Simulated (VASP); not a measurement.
Ge, 2 atoms in the cell. Symmetry: Fd-3m, No. 227, cubic system. The conventional cell has a = 5.675 Å, b = 5.675 Å, c = 5.675 Å, α = 90.00°, β = 90.00°, γ = 90.00°. Ge (site symmetry -43m) is surrounded by 4 Ge at 2.46 Å. 

- Program: VASP 6.6.1
- Task: relaxation of cell and atoms
- Functional: PBEsol
- Potentials or basis: VASP PAW PBE potentials, release 64 (Ge_d)
- Cutoff: 600 eV
- k mesh: 10 × 10 × 10
- Occupations: gaussian, width 0.03 eV
- Spin: no spin polarisation
- Further INCAR settings: ALGO = Normal; EDIFF = 1e-07; IBRION = 2; EDIFFG = -0.005; NSW = 90; ISIF = 3

Potentials or basis: VASP PAW PBE potentials, release 64 (Ge_d).

Command:

```console
$ cat potpaw_PBE.64/Ge_d/POTCAR > POTCAR
$ mpirun -np 1 vasp_std > vasp.out
```

Hardware: 1 thread of Intel(R) Xeon(R) Platinum 8259CL CPU @ 2.50GHz (Skylake/Cascade Lake), on a shared host.

How long does it take, and how much memory?

Wall time 80 s on 1 thread of Intel(R) Xeon(R) Platinum 8259CL CPU @ 2.50GHz (Skylake/Cascade Lake), with other jobs on the host, peak memory 0.2 GiB. Counts: scf iterations 35, k points 47, ion steps 5.
